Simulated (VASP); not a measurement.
Hf: equation of state with LDA

Hf:

```
CELL_PARAMETERS angstrom
3.12374 0.00000 0.00000
-1.56187 2.70523 0.00000
0.00000 0.00000 4.93953
ATOMIC_POSITIONS crystal
Hf 0.66667 0.33333 0.75000
Hf 0.33333 0.66667 0.25000
```

```json
{
  "Program": "VASP 6.6.1",
  "Task": "equation of state",
  "Functional": "LDA",
  "Potentials or basis": "VASP PAW LDA potentials, release 64 (Hf_pv)",
  "Cutoff": "520 eV",
  "k mesh": "8 × 8 × 4",
  "Occupations": "fermi-dirac, width 0.05 eV",
  "Spin": "no spin polarisation",
  "Ladder": "gaps",
  "Further INCAR settings": "ALGO = Fast; EDIFF = 1e-06"
}
```

The equilibrium volume is 20.86 Å³/atom. The bulk modulus at fixed shape and positions is 126 GPa. The pressure derivative of the bulk modulus is 3.6 (rough: it moves with the points fitted).

Energy against volume, from the lowest point:
```
volume (Å³/atom)  energy (meV/atom)
          20.036              13.51
          20.453               3.16
          20.871               0.00
          21.288               3.40
          21.705              12.78
```

All runs of the series together: 89 s on 1 thread of Intel(R) Xeon(R) Platinum 8488C (Sapphire Rapids), with other jobs on the host.

Caveat: the cell was scaled at fixed shape and fractional positions, which overstates the stiffness of a crystal with free parameters, most of all of layers and chains. Spin-orbit coupling is left out, which matters for the levels of Hf.
